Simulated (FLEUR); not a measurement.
**Cu: equation of state with SCAN**

Crystal: Cu.

```xyz
1
Lattice="0.0000 1.8075 1.8075 1.8075 0.0000 1.8075 1.8075 1.8075 0.0000" Properties=species:S:1:pos:R:3 pbc="T T T"
Cu    0.0000    0.0000    0.0000
```

| Quantity | Value |
| --- | --- |
| Program | FLEUR MaX-R8.1 (later development tree) |
| Task | equation of state |
| Functional | SCAN |
| Potentials or basis | all-electron |
| Basis | FLAPW |
| Kmax | 4.47 1/bohr |
| k mesh | 13 × 13 × 13 |
| Occupations | fermi-dirac, width 0.05 eV |
| Spin | no spin polarisation |
| Gmax | 13.9 1/bohr |
| Muffin-tin radii | Cu 2.19 bohr |
| lmax | Cu 9 |
| lnonsphr | Cu 9 |
| Local orbitals a species | Cu 5 |

```yaml
Equilibrium_volume: 11.25 Å³/atom
Bulk_modulus: 171 GPa
```

Energy against volume, from the lowest point:
```tsv
volume (Å³/atom)	energy (meV/atom)
11.102	0.81
11.338	0.00
11.810	12.92
12.283	41.38
12.519	60.27
```

Caveat: the meta-GGA is that of a development version, with a GGA for the radial functions and cores and without core tails.
